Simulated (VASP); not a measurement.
Set up this calculation in VASP 6.6.1, as the native input.

```yaml
Task: relaxation of cell and atoms
Functional: PBE
Potentials_or_basis: VASP PAW PBE potentials, release 64 (Ca_pv, Se)
Cutoff: 300 eV
k_mesh: 4 × 4 × 4
Occupations: gaussian, width 0.03 eV
Spin: no spin polarisation
Further_INCAR_settings: ALGO = Normal; EDIFF = 1e-06; IBRION = 2; EDIFFG = -0.01; NSW = 90; ISIF = 3
```

The structure of CaSe lies in POSCAR:

```
CaSe
1.0
    0.0000000000      2.9560000000      2.9560000000
    2.9560000000      0.0000000000      2.9560000000
    2.9560000000      2.9560000000      0.0000000000
Ca Se
1 1
Direct
    0.0000000000      0.0000000000      0.0000000000
    0.5000000000      0.5000000000      0.5000000000
```

The input as run:

INCAR

```
SYSTEM = CaSe
ALGO = Normal
EDIFF = 1E-6
EDIFFG = -0.01
ENCUT = 300
GGA = PE
IBRION = 2
ISIF = 3
ISMEAR = 0
LASPH = .TRUE.
LCHARG = .FALSE.
LREAL = .FALSE.
LWAVE = .FALSE.
NELM = 80
NSW = 90
PREC = Accurate
SIGMA = 0.03
```

KPOINTS

```
k-points
0
G
  4 4 4
  0 0 0
```

Potentials or basis: VASP PAW PBE potentials, release 64 (Ca_pv, Se).

Launch:

```sh
$ cat potpaw_PBE.64/Ca_pv/POTCAR potpaw_PBE.64/Se/POTCAR > POTCAR
$ mpirun -np 1 vasp_std > vasp.out
```

It gave:

| Quantity | Value |
| --- | --- |
| Relaxed volume | 26.50 Å³/atom |
| Relaxed cell | a = 4.216 Å, b = 4.216 Å, c = 4.216 Å, α = 60.00°, β = 60.00°, γ = 60.00° |
| Space group after relaxing (to 0.05 Å) | Fm-3m (No. 225) |
| Energy gained by relaxing | 2.6 meV/atom |
| Ionic steps | 3 |
| Pressure after relaxing | 0.0 GPa |
| Band gap on the k mesh | 2.07 eV, indirect (least direct gap 2.99 eV) |

Caveat: the k mesh is coarse (spacing up to 0.46 Å⁻¹), so the values aren't converged.

Wall time 18 s on 1 thread of Intel(R) Xeon(R) Platinum 8259CL CPU @ 2.50GHz (Skylake/Cascade Lake) (shared host), peak memory 0.13 GiB.
